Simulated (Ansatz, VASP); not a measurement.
# Be in VASP and in Ansatz

The input INCAR:

```
SYSTEM = Be
ALGO = Fast ; EDIFF = 1E-7
ENCUT = 520 ; GGA = PE
ISIF = 2 ; ISMEAR = 0
LASPH = .True. ; LCHARG = .False.
LREAL = .False. ; LWAVE = .False.
NBANDS = 7 ; NELM = 80
PREC = Accurate ; SIGMA = 0.1
```

The input KPOINTS:

```
k-points
0
Gamma
  30 30 30
  0 0 0
```

The input POSCAR:

```
Be
1.0
    0.0000000000      1.6095421353      1.6095421353
    1.6095421353      0.0000000000      1.6095421353
    1.6095421353      1.6095421353      0.0000000000
Be
1
Direct
    0.0000000000      0.0000000000      0.0000000000
```

Input for Ansatz:

```yaml
crystal:
  lattice:
    - [0.0, 1.6095421353, 1.6095421353]
    - [1.6095421353, 0.0, 1.6095421353]
    - [1.6095421353, 1.6095421353, 0.0]
  atoms:
    - { symbol: Be, position: [0.0, 0.0, 0.0] }
basis:
  ecutwfc: 420
kpoints:
  mp_grid: { grid: [30, 30, 30] }
hamiltonian:
  xc: pbe
scf:
  occupations: { method: gaussian, width: 0.1 }
output:
  forces: true
  stress: true
  eigenvalues: true
```

Alike in both runs: task single point; functional PBE; k mesh 30 × 30 × 30; occupations gaussian, width 0.1 eV; no spin polarisation.

```csv
,VASP,Ansatz
version,VASP 6.6.1,Ansatz 0.2.0
potentials or method,"VASP PAW PBE potentials, release 64 (Be)","scalar-relativistic, plane waves, PAW"
plane-wave cutoff (eV),520,420
valence electrons in the cell,2,2
```

Ansatz gave:

- gap on the k mesh at the Fermi level (eV): none
- pressure (GPa): -6.2

**Question.** Estimate VASP's values.

**Answer.** gap on the k mesh at the Fermi level (eV): none; pressure (GPa): -6.1.

A gap of «none» marks a metal or a gap that the smearing closes.
